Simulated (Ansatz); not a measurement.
Take BaS in the rock salt structure (space group Fm-3m, No. 225; a = 6.331 Å) as the base. Axes: x, y, z lie along the cube axes.

All numbers come from PBEsol (Ansatz, an electronic-structure program, PAW, no SOC).

It is then changed as follows: the cell is compressed by 2.00 % along z with no lateral relaxation; the atoms relax in the strained cell.

Q: Predict the stress tensor and what it implies for the stiffness.

A: Stress of the strained cell less that of the base (GPa, compression positive):
```
   0.37    0.00    0.00
   0.00    0.37    0.00
   0.00    0.00    2.38
```

Then −Δσ_ii/ε with ε = -0.0200 gives secant stiffness values (nonlinear terms included at this strain): C33 ≈ 119 GPa, C13 ≈ 18 GPa and C23 ≈ 18 GPa.

As a check, the harmonic strain energy −½ V₀ Δσ:ε is 4.7 meV/atom; the computed energy rise is 4.5 meV/atom.

Stability against distortions was not tested.
